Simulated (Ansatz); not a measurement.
Spinel MgAl2O4, treated with rVV10 (Ansatz, a program for electronic structure, plane waves, PAW).

Settings: plane-wave cutoff 500 eV, 8×8×8 k mesh, gaussian smearing 0.02 eV, scalar-relativistic PAW data made under PBE.

Cell (relaxed at this level):

```cif
data_Al4Mg2O8
_chemical_formula_sum 'Mg2 Al4 O8'
_space_group_name_H-M_alt 'P 1'
_space_group_IT_number 1
_cell_length_a 5.78032
_cell_length_b 5.78032
_cell_length_c 5.78032
_cell_angle_alpha 60.000
_cell_angle_beta 60.000
_cell_angle_gamma 60.000
loop_
_space_group_symop_operation_xyz
  'x, y, z'
loop_
_atom_site_label
_atom_site_type_symbol
_atom_site_fract_x
_atom_site_fract_y
_atom_site_fract_z
_atom_site_occupancy
Mg1 Mg 0.00000 0.00000 0.00000 1
Mg2 Mg 0.25000 0.25000 0.25000 1
Al1 Al 0.62500 0.12500 0.62500 1
Al2 Al 0.12500 0.62500 0.62500 1
Al3 Al 0.62500 0.62500 0.12500 1
Al4 Al 0.62500 0.62500 0.62500 1
O1 O 0.38841 0.83478 0.38841 1
O2 O 0.41522 0.86159 0.86159 1
O3 O 0.38841 0.38841 0.83478 1
O4 O 0.86159 0.41522 0.86159 1
O5 O 0.38841 0.38841 0.38841 1
O6 O 0.86159 0.86159 0.86159 1
O7 O 0.83478 0.38841 0.38841 1
O8 O 0.86159 0.86159 0.41522 1
```

Task: Predict the band gap.

Result: 
- band gap = 5.03 eV (on the SCF k mesh)

Measured, for comparison: band gap 7.8 eV (temperature not stated, not corrected to a static lattice; as tabulated in Neo et al. (2023), doi:10.1002/gch2.202200236). Computed (rounded) less measured: band gap -2.77 eV.

Static lattice: no zero-point or thermal effects.

It cost around 90 core-seconds (rough) of CPU time.
